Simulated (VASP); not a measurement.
Write the native input for VASP 6.6.1 that does the following.

```
Task                   : single point
Functional             : r2SCAN
Potentials or basis    : VASP PAW PBE potentials, release 64 (Al, N)
Cutoff                 : 520 eV
k mesh                 : 10 × 10 × 10
Occupations            : gaussian, width 0.05 eV
Spin                   : no spin polarisation
Dipole correction      : no
Further INCAR settings : ALGO = Normal; EDIFF = 1e-06; NBANDS = 11
```

The system is AlN.

```
CELL_PARAMETERS angstrom
0.00000 2.03452 2.21254
2.03452 0.00000 2.21254
2.03452 2.03452 0.00000
ATOMIC_POSITIONS crystal
Al 0.50000 0.50000 0.50000
N 0.00000 0.00000 0.00000
```

Measurements of this composition are mostly on another form, of space group No. 186.

The cell isn't the ideal one: strain +0.0875 x Voigt [0, 0, 1, 0, 0, 0], atoms carried along.

The input as run:

POSCAR

```
AlN
1.0
    0.0000000000      2.0345180000      2.2125383250
    2.0345180000      0.0000000000      2.2125383250
    2.0345180000      2.0345180000      0.0000000000
Al N
1 1
Direct
    0.5000000000      0.5000000000      0.5000000000
    0.0000000000      0.0000000000      0.0000000000
```

INCAR.step1

```
ALGO = Normal
EDIFF = 1E-4
ENCUT = 520
GGA = PE
ISMEAR = 0
LASPH = T
LCHARG = F
LREAL = F
LWAVE = T
NBANDS = 11
NELM = 100
PREC = Accurate
SIGMA = 0.05
```

INCAR.step2

```
ALGO = Normal
EDIFF = 1E-6
ENCUT = 520
ISIF = 2
ISMEAR = 0
ISTART = 1
LASPH = T
LCHARG = F
LMIXTAU = T
LREAL = F
LWAVE = F
METAGGA = R2SCAN
NBANDS = 11
NELM = 100
PREC = Accurate
SIGMA = 0.05
```

KPOINTS

```
k-points
0
Gamma
  10 10 10
```

Potentials or basis: VASP PAW PBE potentials, release 64 (Al, N).

Launch:

```console
$ cat potpaw_PBE.64/Al/POTCAR potpaw_PBE.64/N/POTCAR > POTCAR
$ cp INCAR.step1 INCAR
$ mpirun -np 1 vasp_std > vasp.out
$ cp INCAR.step2 INCAR
$ mpirun -np 1 vasp_std > vasp.out
```

Results of the run:

The pressure is -22.0 GPa and the band gap on the k mesh is 4.00 eV, indirect (least direct gap 4.63 eV).

Caveat: so large a pressure means that the cell lies far from this level's equilibrium, or that cutoff or potentials fall short; the potentials were made for another functional, which shifts forces and pressure.

Wall time 41 s on 1 thread of Intel(R) Xeon(R) Platinum 8488C (Sapphire Rapids), with other jobs on the host, peak memory 0.14 GiB.
